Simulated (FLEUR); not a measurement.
## CuI (Marshite) under changes of volume

One of the cells (27.859 Å³/atom); the others are scaled copies at fixed shape and fractional positions:

```
I Cu
1.0
     0.00000    3.03150    3.03150
     3.03150    0.00000    3.03150
     3.03150    3.03150    0.00000
I Cu
1 1
Direct
  0.00000 0.00000 0.00000
  0.75000 0.75000 0.75000
```

- Program: FLEUR MaX-R8.1 (later development tree)
- Functional: LDA
- Potentials or basis: all-electron
- Basis: FLAPW
- Kmax: 4.54 1/bohr
- k mesh: 8 × 8 × 8
- Occupations: fermi-dirac, width 0.05 eV
- Spin: no spin polarisation

| volume (Å³/atom) | energy over the lowest point (meV/atom) | gap on the mesh (eV) |
| --- | --- | --- |
| 26.188 | 0.00 | 1.10 |
| 26.745 | 8.70 | 1.05 |
| 27.859 | 34.78 | 0.94 |
| 28.974 | ? | ? |
| 29.531 | 89.95 | 0.80 |

Problem. What does the run at 28.974 Å³/atom give?

Solution. Energy over the lowest point 69.73 meV/atom; gap on the mesh 0.84 eV.

Worked out: A Birch-Murnaghan fit of order 2 (a polynomial in V^(-2/3)) to the other rows has no minimum within the range. It gives 69.68 meV/atom at 28.974 Å³/atom, against the run's 69.73. A straight line through the other rows of the gap, of slope -2.51 eV per unit of ln V (its deformation potential), gives 0.85 eV, against the run's 0.84.

Energies are extrapolated to zero smearing.

Caveats: spin-orbit coupling is left out, which moves the levels of the heavy elements.
